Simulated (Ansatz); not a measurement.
Here is an Ansatz 0.2.0 calculation.

Contents of input.yaml:

```yaml
crystal:
  lattice:
    - [0.0, 2.8338, 2.8338]
    - [2.8338, 0.0, 2.8338]
    - [2.8338, 2.8338, 0.0]
  atoms:
    - { symbol: Se, position: [0.75, 0.75, 0.75] }
    - { symbol: Zn, position: [0.0, 0.0, 0.0] }
hamiltonian:
  xc: pbe
  pseudopotentials: { kind: paw }
kpoints:
  mp_grid: { grid: [8, 8, 8] }
scf:
  occupations: { method: gaussian, width: 0.014 }
output:
  forces: true
  stress: true
  eigenvalues: true
  write_density: true
  write_potential: true
  elf: true
  volumetric_format: npy
```

Potentials or basis: Ansatz PAW.

Run with:

```bash
$ ansatz run input.yaml --threads 2 --pin off --max-ram 5632MiB --backend cpu --events-out ev --progress --plain --runs-dir out
```

**Question.** Predict the band gap on the k mesh.

**Answer.** 1.29 eV, direct.

**Question.** What does it give for the pressure?

**Answer.** 2.1 GPa.

**Measured values to compare with.**

From “Alloy Disordering Effects on the Thermal Conductivity and Energy Gap Temperature Dependence of Cd1−xZnxSe Ternary Crystals Grown by the Bridgman Method”, 2023, pmc:10253836, for a bulk crystal of ZnSe at 300 K: band gap 2.695 ± 0.003 eV (an exciton energy, a little under the gap).

A measured gap of ZnSe is 2.695 eV (an exciton energy, a little under the gap; 300 K; “Alloy Disordering Effects on the Thermal Conductivity and Energy Gap Temperature Dependence of Cd1−xZnxSe Ternary Crystals Grown by the Bridgman Method”, 2023, pmc:10253836); the calculated 1.29 eV misses it by -1.41 eV. So large a miss can be the level of theory's own, or it may mean another phase, state or a wrong row. Spin-orbit coupling on Se is left out. The value is that of PBE, without temperature or zero-point motion. Semilocal functionals fall short of measured gaps as a rule.
